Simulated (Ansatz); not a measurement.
**A computed series for BaSnO3: response to strain**

The parent structure is BaSnO$_{3}$ in the cubic perovskite structure (space group Pm-3m, No. 221).

```
BaSnO3
1.0
    4.12163     0.00000     0.00000
    0.00000     4.12163     0.00000
    0.00000     0.00000     4.12163
Ba Sn O
1 1 3
Direct
  0.00000   0.00000   0.00000
  0.50000   0.50000   0.50000
  0.00000   0.50000   0.50000
  0.50000   0.50000   0.00000
  0.50000   0.00000   0.50000
```

Cartesian axes are those of the cell as printed.

Strains are applied to the cell and any free atomic positions relax; under biaxial strain the out-of-plane vector relaxes too.

Level of theory: PBEsol (Ansatz, a first-principles code), no spin-orbit coupling, earlier PAW set.

Candidates:
(a) tensor shear ε_xz = −3.30 %
(b) biaxial strain +2.77 %, plane normal [111], relaxed out of plane
(c) uniaxial strain ε_xx = −0.64 %

Before the change:

```
Property    Value
--------  -------
Band gap  0.86 eV
```

Task: Order them by band gap, lowest first.

Result: (b) biaxial strain +2.77 %, plane normal [111], relaxed out of plane (0.32 eV), (a) tensor shear ε_xz = −3.30 % (0.72 eV), (c) uniaxial strain ε_xx = −0.64 % (0.94 eV)

No phonon test of stability was made.
